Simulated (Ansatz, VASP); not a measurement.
One calculation of SiC, two programs

File INCAR:

```
PREC = Accurate ; ENCUT = 520
EDIFF = 1E-6 ; ISMEAR = 0
SIGMA = 0.1 ; LREAL = F
LASPH = T ; NELM = 60
ALGO = Normal ; ISIF = 2
LWAVE = F ; LCHARG = F
GGA = PE ; NBANDS = 11
```

File KPOINTS:

```
regular mesh
0
Gamma
  6 6 4
```

Contents of POSCAR:

```
SiC
1.0
    2.7366218500      0.0000000000      0.0000000000
   -1.3683109300      2.3699840400      0.0000000000
    0.0000000000      0.0000000000      4.3187220500
Si C
1 1
Direct
    0.3333333300      0.6666666700      0.5000000000
    0.6666666700      0.3333333300      0.0000000000
```

Input for Ansatz:

```yaml
crystal:
  lattice:
    - [2.73662185, 0.0, 0.0]
    - [-1.36831093, 2.36998404, 0.0]
    - [0.0, 0.0, 4.31872205]
  atoms:
    - { symbol: Si, position: [0.33333333, 0.66666667, 0.5] }
    - { symbol: C, position: [0.66666667, 0.33333333, 0.0] }
basis:
  ecutwfc: 420
kpoints:
  mp_grid: { grid: [6, 6, 4] }
hamiltonian:
  xc: pbe
scf:
  occupations: { method: gaussian, width: 0.1 }
  lower_state_search: "off"
output:
  forces: true
  stress: true
  eigenvalues: true
```

Alike in both runs: task single point; functional PBE; k mesh 6 × 6 × 4; occupations gaussian, width 0.1 eV; no spin polarisation.

```csv
,VASP,Ansatz
version,VASP 6.6.1,Ansatz 0.2.0
potentials or method,"VASP PAW PBE potentials, release 64 (Si, C)","scalar-relativistic, plane waves, PAW"
plane-wave cutoff (eV),520,420
valence electrons in the cell,8,8
```

Ansatz gave:

```
gap on the k mesh at the Fermi level (eV)       : none
pressure (GPa)                                  : -21.1
largest component of the traceless stress (GPa) : 11.52
```

Question: Estimate VASP's values.

Answer: gap on the k mesh at the Fermi level (eV): none; pressure (GPa): -21.1; largest component of the traceless stress (GPa): 11.49.

A gap of «none» marks a metal or a gap that the smearing closes. With one functional, cell and mesh, what is left measures potentials, basis and numerics.

Caveats: the k mesh is coarse (spacing up to 0.44 Å⁻¹), so the values aren't converged; so large a pressure means that the cell lies far from this level's equilibrium, or that cutoff or potentials fall short (VASP).
